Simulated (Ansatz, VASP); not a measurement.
# AlN: VASP beside Ansatz

File POSCAR:

```
AlN
1.0
    3.2666664779      0.0000000000      0.0000000000
   -1.6333332389      2.8290161555      0.0000000000
    0.0000000000      0.0000000000      4.1046903471
Al N
2 2
Direct
    0.3333333333      0.6666666667      0.2500000000
    0.6666666667      0.3333333333      0.7500000000
    0.6666666667      0.3333333333      0.2500000000
    0.3333333333      0.6666666667      0.7500000000
```

INCAR.step1

```
SYSTEM = AlN
ALGO = Normal
EDIFF = 1E-4
ENCUT = 520
GGA = PE
ISMEAR = 0
LASPH = .TRUE.
LCHARG = .FALSE.
LREAL = .FALSE.
LWAVE = .TRUE.
NBANDS = 16
NELM = 60
PREC = Accurate
SIGMA = 0.01
```

INCAR.step2

```
SYSTEM = AlN
ALGO = Normal
EDIFF = 1E-7
ENCUT = 520
ISIF = 2
ISMEAR = 0
ISTART = 1
LASPH = .TRUE.
LCHARG = .FALSE.
LMIXTAU = .TRUE.
LREAL = .FALSE.
LWAVE = .FALSE.
METAGGA = R2SCAN
NBANDS = 16
NELM = 60
PREC = Accurate
SIGMA = 0.01
```

KPOINTS

```
k-points
0
G
  12 12 6
  0 0 0
```

Input for Ansatz:

```yaml
crystal:
  lattice:
    - [3.2666664779, 0.0, 0.0]
    - [-1.6333332389, 2.8290161555, 0.0]
    - [0.0, 0.0, 4.1046903471]
  atoms:
    - { symbol: Al, position: [0.3333333333, 0.6666666667, 0.25] }
    - { symbol: Al, position: [0.6666666667, 0.3333333333, 0.75] }
    - { symbol: "N", position: [0.6666666667, 0.3333333333, 0.25] }
    - { symbol: "N", position: [0.3333333333, 0.6666666667, 0.75] }
kpoints:
  mp_grid: { grid: [12, 12, 6] }
  band_path:
    path:
      - [0.0, 0.0, 0.0]
      - [0.5, 0.0, 0.0]
      - [0.3333333333, 0.3333333333, 0.0]
      - [0.0, 0.0, 0.5]
      - [0.5, 0.0, 0.5]
      - [0.3333333333, 0.3333333333, 0.5]
    npoints: 1
hamiltonian:
  xc: r2scan
scf:
  occupations: { method: fixed }
  n_extra_bands: 5
output:
  forces: true
  stress: true
  eigenvalues: true
  write_density: true
  write_potential: true
  elf: true
  volumetric_format: npy
```

Change from the starting cell: hydrostatic strain -0.8%.

Alike in both runs: task single point; functional r2SCAN; k mesh 12 × 12 × 6; no spin polarisation.

|  | VASP | Ansatz |
| --- | --- | --- |
| version | VASP 6.6.1 | Ansatz 0.2.0 |
| potentials or method | VASP PAW PBE potentials, release 64 (Al, N) | plane waves, PAW |
| plane-wave cutoff (eV) | 520 | 500 |
| occupations | gaussian, width 0.01 eV | fixed |
| valence electrons in the cell | 16 | 16 |

|  | VASP | Ansatz | Ansatz less VASP |
| --- | --- | --- | --- |
| gap on the k mesh at the Fermi level (eV) | 4.24 | 4.21 | -0.032 |
| pressure (GPa) | 5.0 | 5.6 | +0.58 |
| largest component of the traceless stress (GPa) | 0.89 | 0.64 | -0.258 |

Caveats: the PAW data sets were made with another functional, which shifts forces and pressure a little (VASP). A k mesh can miss the band edges.
